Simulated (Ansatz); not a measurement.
# ZrB (database structure): how the settings move a relaxation

How sensitive is a relaxation of ZrB (database structure) to its settings? A reference run comes first, then four runs with altered input.

Program: Ansatz 0.2.0. Level of theory: reference: DFT r2SCAN, plane waves, PAW, scalar-relativistic, no spin polarisation. These are calculated values, not measurements.

**1. The structure to begin with**

Symmetry: Fm-3m, No. 225, cubic system. Conventional cell: a = 4.592 Å, b = 4.592 Å, c = 4.592 Å, α = 90.00°, β = 90.00°, γ = 90.00°. Zr (site symmetry m-3m) has 6 B at 2.30 Å as nearest neighbours. Around B (site symmetry m-3m) lie 6 Zr at 2.30 Å.

Structure file:

```
CELL_PARAMETERS angstrom
0.00000 2.29586 2.29586
2.29586 0.00000 2.29586
2.29586 2.29586 0.00000
ATOMIC_POSITIONS crystal
Zr 0.00000 0.00000 0.00000
B 0.50000 0.50000 0.50000
```

**2. Baseline**

Input file input.yaml:

```yaml
crystal:
  lattice:
    - [0.0, 2.2958557, 2.2958557]
    - [2.2958557, 0.0, 2.2958557]
    - [2.2958557, 2.2958557, 0.0]
  atoms:
    - { symbol: Zr, position: [0.0, 0.0, 0.0] }
    - { symbol: B, position: [0.5, 0.5, 0.5] }
  symmetry: { tolerance: 0.0003 }
kpoints:
  mp_grid: { grid: [7, 7, 7], shift: [0, 0, 0] }
magnetization:
  spin_polarized: false
scf:
  occupations: { method: fermi_dirac, width: 0.0502 }
hamiltonian:
  pseudopotentials: { kind: paw }
  xc: r2scan
basis:
  ecutwfc: 500
output:
  forces: true
  stress: true
  eigenvalues: true
relax:
  max_steps: 40
  cell: {}
```

On the command line:

```sh
$ ansatz run input.yaml --threads 1 --pin off --max-ram 2560MiB --backend cpu --events-out ev --progress --plain --runs-dir out
```

What it wrote, cut to the lines that bear on the results:

```text
Warning: RAYON_NUM_THREADS=1 ignored (pool sized by the plan → 1); use --threads N
[...]
Pseudopotentials: kind: paw
Pseudopotential: Zr, paw, valence charge 12, recommended cutoff 500 eV (meta_gga), Zr.paw.azcp
Pseudopotential: B, paw, valence charge 3, recommended cutoff 500 eV (meta_gga), B.paw.azcp
Functional definition: r2SCAN
[...]
Crystal: 2 atoms, lattice volume = 24.203 Å³
Basis set: ecut = 500 eV, 609 PW (Γ), exchange–correlation on 96×96×96 points (64 copies of the dense FFT grid, shifted against one another)
Bands: 12, of which v1, the nominal top of the filled ones, is band 8 counted from 1 (7 counted from 0)
Symmetry: 48 space group operations
Space group: Fm-3m (ITA 225), of the structure as read, at distance tolerance 8.7e-4 Å
k-points: 20 of 343
[...]
SCF iter   1: F=—  HF=-4351.697195 eV  |F-HF|=—  |Δ(HF+E_count)|=         —  Δρ=6.37e-3  dr2=7.01e-3  dr2_τ=1.24e-1  ethr=1.77e-3  ⟨swp⟩=5.9  Hψ=1284  notcnv=0
[...]
relax step   1: F+E_penalty+E_count = -4351.76046598 eV  Δ(F+E_penalty+E_count) = +0.000e0 eV  max|allowed force component| = 8.283e-30 eV/Å  Δτ_max = 0.0000 Å  P = +48.106 GPa  Ω = 24.203 Å³  (6 SCF iters, dr2 threshold 1.00e-7 eV, accepted)
[...]
relax step   8: F+E_penalty+E_count = -4352.45636155 eV  Δ(F+E_penalty+E_count) = -1.260e-5 eV  max|allowed force component| = 4.667e-30 eV/Å  Δτ_max = 0.0000 Å  P = +0.001 GPa  Ω = 29.644 Å³  stress off target by 1.14e-3 GPa  SCF on the basis re-selected at this cell (its energy is not [...]
SCF converged after 5 iterations
Free energy (F): -4352.456362 eV
[...]
E sigma→0 (E₀):  -4352.449323 eV
Entropy (-TS):   -0.014078 eV (-7.039 meV/atom)
Fermi energy:    12.068299 eV
[...]
--- Forces (eV/Å), atoms counted from 1 ---
  atom   1  Zr    -0.00000000     0.00000000    -0.00000000
  atom   2  B      0.00000000    -0.00000000    -0.00000000
[...]
--- Stress (GPa, compression-positive) ---
        0.001139      -0.000000      -0.000000
       -0.000000       0.001139      -0.000000
       -0.000000      -0.000000       0.001139
  P = ⅓ Tr σ = 0.0011 GPa (0.011 kbar)
--- Band table (eV; the first three rows and the last of 20) ---
  k-point 0: bands = ["-37.0672", "-14.1890", "-14.1890", "-14.1890", "3.4968", "14.0904", "14.0904", "14.0904", "15.3618", "15.3618", "15.6924", "15.6924"]
[...]
--- Relaxed structure (6 steps of the walk, 6 accepted, 2 SCFs on fresh bases) ---
  F+E_penalty+E_count = -4352.45636155 eV   max|allowed force component| = 4.667e-30 eV/Å   (the final SCF, on the basis selected at the relaxed cell)
  cell:  # Å, volume = 29.6445 Å³
    - [2.7005473017704403e-33, 2.456431341980129, 2.456431341980129]
    - [2.456431341980129, -2.738763711039154e-34, 2.456431341980129]
    - [2.456431341980129, 2.456431341980129, 3.2037151656831023e-33]
  atoms:
    - { symbol: Zr, position: [-7.829475584033498e-34, 7.270227328031087e-34, 8.38872384003585e-34] }
    - { symbol: B, position: [0.49999999999999994, 0.49999999999999994, 0.49999999999999994] }
```

It took 7.5 s on 1 thread of Intel Xeon 6975P-C (Granite Rapids), shared host; peak memory 0.41 GiB.

**3. Variant: mixing.algorithm msr1, mixing.beta 0.05**

Edit input.yaml of step 2 so:

```diff
@@ -15,2 +15,3 @@
   occupations: { method: fermi_dirac, width: 0.0502 }
+  mixing: { algorithm: msr1, beta: 0.05 }
 hamiltonian:
```

On the command line:

```sh
$ ansatz run input.yaml --threads 1 --pin off --max-ram 2560MiB --backend cpu --events-out ev --progress --plain --runs-dir out
```

What it wrote, cut to the lines that bear on the results:

```text
Warning: RAYON_NUM_THREADS=1 ignored (pool sized by the plan → 1); use --threads N
[...]
Pseudopotentials: kind: paw
Pseudopotential: Zr, paw, valence charge 12, recommended cutoff 500 eV (meta_gga), Zr.paw.azcp
Pseudopotential: B, paw, valence charge 3, recommended cutoff 500 eV (meta_gga), B.paw.azcp
Functional definition: r2SCAN
[...]
Crystal: 2 atoms, lattice volume = 24.203 Å³
Basis set: ecut = 500 eV, 609 PW (Γ), exchange–correlation on 96×96×96 points (64 copies of the dense FFT grid, shifted against one another)
Bands: 12, of which v1, the nominal top of the filled ones, is band 8 counted from 1 (7 counted from 0)
Symmetry: 48 space group operations
Space group: Fm-3m (ITA 225), of the structure as read, at distance tolerance 8.7e-4 Å
k-points: 20 of 343
[...]
--- Stress (GPa, compression-positive) ---
        0.000514      -0.000000      -0.000000
       -0.000000       0.000514      -0.000000
       -0.000000      -0.000000       0.000514
  P = ⅓ Tr σ = 0.0005 GPa (0.005 kbar)
--- Band table (eV; the first three rows and the last of 20) ---
  k-point 0: bands = ["-37.0673", "-14.1890", "-14.1890", "-14.1890", "3.4967", "14.0904", "14.0904", "14.0904", "15.3617", "15.3617", "15.6924", "15.6924"]
[...]
--- Relaxed structure (6 steps of the walk, 6 accepted, 2 SCFs on fresh bases) ---
  F+E_penalty+E_count = -4352.45636150 eV   max|allowed force component| = 6.442e-30 eV/Å   (the final SCF, on the basis selected at the relaxed cell)
  cell:  # Å, volume = 29.6446 Å³
    - [1.2723651385483706e-32, 2.4564345058845283, 2.4564345058845283]
    - [2.4564345058845283, -3.056825016317112e-33, 2.4564345058845283]
    - [2.4564345058845283, 2.4564345058845283, 4.264935862417127e-33]
  atoms:
    - { symbol: Zr, position: [-3.9147377920167465e-34, 8.38872384003581e-35, 6.431354944027518e-34] }
    - { symbol: B, position: [0.49999999999999994, 0.49999999999999994, 0.49999999999999994] }
```

Wall time 8.8 s (1 thread of Intel Xeon 6975P-C (Granite Rapids), shared host); peak memory 0.42 GiB.

The changed mixing doesn't alter the result here (within 0.5 meV/atom). Cost: 82 SCF cycles against 42.

**4. Changing settings: symmetry.detect false, accuracy low, tolerance left out**

Edit input.yaml of step 2 so:

```diff
@@ -8,3 +8,3 @@
     - { symbol: B, position: [0.5, 0.5, 0.5] }
-  symmetry: { tolerance: 0.0003 }
+  symmetry: { detect: false }
 kpoints:
@@ -27 +27,2 @@
   cell: {}
+accuracy: low
```

On the command line:

```sh
$ ansatz run input.yaml --threads 1 --pin off --max-ram 2560MiB --backend cpu --events-out ev --progress --plain --runs-dir out
```

What it wrote, cut to the lines that bear on the results:

```text
settings of this run that can trade accuracy for cost: accuracy: low. Do not mix this run's numbers with those of runs without the same settings; the input reference describes each key
Warning: RAYON_NUM_THREADS=1 ignored (pool sized by the plan → 1); use --threads N
[...]
the start keeps a symmetry that the run doesn't impose, so 2 atoms are moved at random by 1.00e-2 Å, to let the relaxation leave a saddle point. relax.escape_saddle: false keeps them in place
[...]
Pseudopotentials: kind: paw
Pseudopotential: Zr, paw, valence charge 12, recommended cutoff 500 eV (meta_gga), Zr.paw.azcp
Pseudopotential: B, paw, valence charge 3, recommended cutoff 500 eV (meta_gga), B.paw.azcp
Functional definition: r2SCAN
[...]
Crystal: 2 atoms, lattice volume = 24.203 Å³
Basis set: ecut = 500 eV, 609 PW (Γ), exchange–correlation on 72×72×72 points (27 copies of the dense FFT grid, shifted against one another)
Bands: 12, of which v1, the nominal top of the filled ones, is band 8 counted from 1 (7 counted from 0)
Symmetry: 1 space group operations
[...]
WARN: the relaxation ended near the 48 symmetry operations of its rattled start. A stable structure does so, and so can a saddle point along a move or strain that wasn't checked. `relax.random_displacement` or `relax.escape_saddle: true` tries the moves, and a distorted `crystal.lattice` a strain
[...]
        0.000169       0.000003       0.000001
        0.000003      -0.000027       0.000021
        0.000001       0.000021       0.000147
  P = ⅓ Tr σ = 0.0001 GPa (0.001 kbar)
--- Band table (eV; the first three rows and the last of 172) ---
  k-point 0: bands = ["-37.0673", "-14.1891", "-14.1891", "-14.1891", "3.4967", "14.0903", "14.0903", "14.0903", "15.3616", "15.3616", "15.6923", "15.6923"]
[...]
--- Relaxed structure (7 steps of the walk, 7 accepted, 2 SCFs on fresh bases) ---
  F+E_penalty+E_count = -4352.45635601 eV   max|allowed force component| = 4.735e-5 eV/Å   (the final SCF, on the basis selected at the relaxed cell)
  cell:  # Å, volume = 29.6447 Å³
    - [-1.0502670188887201e-7, 2.4564374362727572, 2.4564360125927744]
    - [2.456436250608568, -5.235998527609803e-7, 2.4564364311659252]
    - [2.456436238337266, 2.456437842574606, -5.113285507424613e-7]
  atoms:
    - { symbol: Zr, position: [-0.00015847173596955037, 0.0006419608964623173, -3.908618292240525e-5] }
    - { symbol: B, position: [0.49984350516389703, 0.5006410112667099, 0.4999620104123039] }
settings of this run that can trade accuracy for cost: accuracy: low. Do not mix this run's numbers with those of runs without the same settings; the input reference describes each key
```

Wall time 56 s (1 thread of Intel Xeon 6975P-C (Granite Rapids), shared host); peak memory 0.48 GiB.

Changing the use of symmetry and accuracy level leaves the energy as it was (0.0 meV/atom). Cost: 46 SCF cycles against 42, 56 s against 7.5 s.

**5. Variant: occupations.method cold, occupations.width 0.005, xc rpbe**

Edit input.yaml of step 2 so:

```diff
@@ -14,6 +14,6 @@
 scf:
-  occupations: { method: fermi_dirac, width: 0.0502 }
+  occupations: { method: cold, width: 0.005 }
 hamiltonian:
   pseudopotentials: { kind: paw }
-  xc: r2scan
+  xc: rpbe
 basis:
```

On the command line:

```sh
$ ansatz run input.yaml --threads 1 --pin off --max-ram 2560MiB --backend cpu --events-out ev --progress --plain --runs-dir out
```

What it wrote, cut to the lines that bear on the results:

```text
Warning: RAYON_NUM_THREADS=1 ignored (pool sized by the plan → 1); use --threads N
[...]
Pseudopotentials: kind: paw
Pseudopotential: Zr, paw, valence charge 12, recommended cutoff 420 eV (normal), Zr.paw.azcp
Pseudopotential: B, paw, valence charge 3, recommended cutoff 420 eV (normal), B.paw.azcp
Functional definition: RPBE
[...]
Crystal: 2 atoms, lattice volume = 24.203 Å³
Basis set: ecut = 500 eV, 609 PW (Γ), exchange–correlation on 48×48×48 points (8 copies of the dense FFT grid, shifted against one another)
Bands: 12, of which v1, the nominal top of the filled ones, is band 8 counted from 1 (7 counted from 0)
Symmetry: 48 space group operations
Space group: Fm-3m (ITA 225), of the structure as read, at distance tolerance 8.7e-4 Å
k-points: 20 of 343
[...]
SCF iter   1: F=—  HF=-4347.700285 eV  |F-HF|=—  |Δ(HF+E_count)|=         —  Δρ=4.57e-3  dr2=4.96e-3  ethr=1.77e-3  ⟨swp⟩=6.0  Hψ=1257  notcnv=0
[...]
--- Stress (GPa, compression-positive) ---
        0.044227      -0.000000      -0.000000
       -0.000000       0.044227      -0.000000
       -0.000000      -0.000000       0.044227
  P = ⅓ Tr σ = 0.0442 GPa (0.442 kbar)
--- Band table (eV; the first three rows and the last of 20) ---
  k-point 0: bands = ["-35.5691", "-13.4021", "-13.4021", "-13.4021", "3.9896", "13.7535", "13.7535", "13.7535", "15.0878", "15.0878", "15.4229", "15.4229"]
[...]
--- Relaxed structure (5 steps of the walk, 5 accepted, 1 SCFs on fresh bases) ---
  F+E_penalty+E_count = -4348.45414797 eV   max|allowed force component| = 5.588e-31 eV/Å   (the final SCF, on the basis selected at the relaxed cell)
  cell:  # Å, volume = 30.0005 Å³
    - [1.8422951623637652e-33, 2.466224792420822, 2.466224792420822]
    - [2.466224792420822, 9.294578488509132e-34, 2.466224792420822]
    - [2.466224792420822, 2.466224792420822, 2.668253266796487e-33]
  atoms:
    - { symbol: Zr, position: [-6.710979072028715e-34, 9.507220352040682e-34, 1.6777447680071622e-34] }
    - { symbol: B, position: [0.5, 0.5, 0.5] }
```

Run time: 3.2 s. Hardware: 1 thread of Intel Xeon 6975P-C (Granite Rapids), shared host; peak memory 0.33 GiB.

Total energies don't compare across a change of functional; the final volume goes from 29.64 to 30.00 Å³. The smearing changed too. Cost: 29 SCF cycles against 42, 3.2 s against 7.5 s.

**6. Variant: mp_grid.grid [5, 5, 5], ecutrho_ratio 4**

Edit input.yaml of step 2 so:

```diff
@@ -10,3 +10,3 @@
 kpoints:
-  mp_grid: { grid: [7, 7, 7], shift: [0, 0, 0] }
+  mp_grid: { grid: [5, 5, 5], shift: [0, 0, 0] }
 magnetization:
@@ -20,2 +20,3 @@
   ecutwfc: 500
+  ecutrho_ratio: 4
 output:
@@ -24,2 +25,6 @@
   eigenvalues: true
+  write_density: true
+  write_potential: true
+  elf: true
+  volumetric_format: npy
 relax:
```

On the command line:

```sh
$ ansatz run input.yaml --threads 1 --pin off --max-ram 2560MiB --backend cpu --events-out ev --progress --plain --runs-dir out
```

What it wrote, cut to the lines that bear on the results:

```text
Warning: RAYON_NUM_THREADS=1 ignored (pool sized by the plan → 1); use --threads N
[...]
Pseudopotentials: kind: paw
Pseudopotential: Zr, paw, valence charge 12, recommended cutoff 500 eV (meta_gga), Zr.paw.azcp
Pseudopotential: B, paw, valence charge 3, recommended cutoff 500 eV (meta_gga), B.paw.azcp
Functional definition: r2SCAN
[...]
Crystal: 2 atoms, lattice volume = 24.203 Å³
Basis set: ecut = 500 eV, 609 PW (Γ), exchange–correlation on 96×96×96 points (64 copies of the dense FFT grid, shifted against one another)
Bands: 12, of which v1, the nominal top of the filled ones, is band 8 counted from 1 (7 counted from 0)
Symmetry: 48 space group operations
Space group: Fm-3m (ITA 225), of the structure as read, at distance tolerance 8.7e-4 Å
k-points: 10 of 125
[...]
--- Stress (GPa, compression-positive) ---
        0.000477      -0.000000       0.000000
        0.000000       0.000477       0.000000
        0.000000      -0.000000       0.000477
  P = ⅓ Tr σ = 0.0005 GPa (0.005 kbar)
--- Band table (eV; the first three rows and the last of 10) ---
  k-point 0: bands = ["-37.1162", "-14.2347", "-14.2347", "-14.2347", "3.4691", "14.0547", "14.0547", "14.0547", "15.3382", "15.3382", "15.6609", "15.6609"]
[...]
--- Relaxed structure (6 steps of the walk, 6 accepted, 2 SCFs on fresh bases) ---
  F+E_penalty+E_count = -4352.48327766 eV   max|allowed force component| = 1.183e-30 eV/Å   (the final SCF, on the basis selected at the relaxed cell)
  cell:  # Å, volume = 29.6785 Å³
    - [-3.094343686957439e-33, 2.457369647991234, 2.457369647991234]
    - [2.457369647991234, -1.5529938753894022e-33, 2.457369647991234]
    - [2.457369647991234, 2.457369647991234, -2.6623318871879458e-33]
  atoms:
    - { symbol: Zr, position: [-9.507220352040684e-34, 7.829475584033486e-34, 5.592482560023923e-34] }
    - { symbol: B, position: [0.5, 0.5, 0.5] }
```

Wall time 6.2 s (1 thread of Intel Xeon 6975P-C (Granite Rapids), shared host); peak memory 0.4 GiB.

Changing the k-point mesh moves the energy by -13.5 meV/atom. Sampling errors of the energy have no fixed sign. These settings are too coarse to quote as the system's properties.

**7. Comparison**

| run | ending | energy change | pressure (GPa) | gap (eV) | force (eV/Å) | cycles | time |
| --- | --- | --- | --- | --- | --- | --- | --- |
| reference | converged | 0 | 0.0 | 0.00 | 0.00 | 42 | 7.5 s |
| 1: mixing.algorithm msr1, mixing.beta 0.05 | converged | 0.0 meV/atom | 0.0 | 0.00 | 0.00 | 82 | 8.8 s |
| 2: symmetry.detect false, accuracy low, tolerance left out | converged | 0.0 meV/atom | 0.0 | 0.00 | 0.00 | 46 | 56 s |
| 3: occupations.method cold, occupations.width 0.005, xc rpbe | converged | not comparable | 0.0 | 0.00 | 0.00 | 29 | 3.2 s |
| 4: mp_grid.grid [5, 5, 5], ecutrho_ratio 4 | converged | -13.5 meV/atom | 0.0 | 0.00 | 0.00 | 43 | 6.2 s |

Times don't compare one to one where runs were asked for different outputs or read a saved state (see the inputs); cycles may leave out searches for a lower state.

What this shows: Of the converged runs whose energies compare with the reference's, «mp_grid.grid [5, 5, 5], ecutrho_ratio 4» moves the energy most (-13.5 meV/atom).

The reference has limits of its own: it is run without spin, though an odd electron count or open d shells could carry moments; its mesh is coarse for a cell with so small a gap or none.
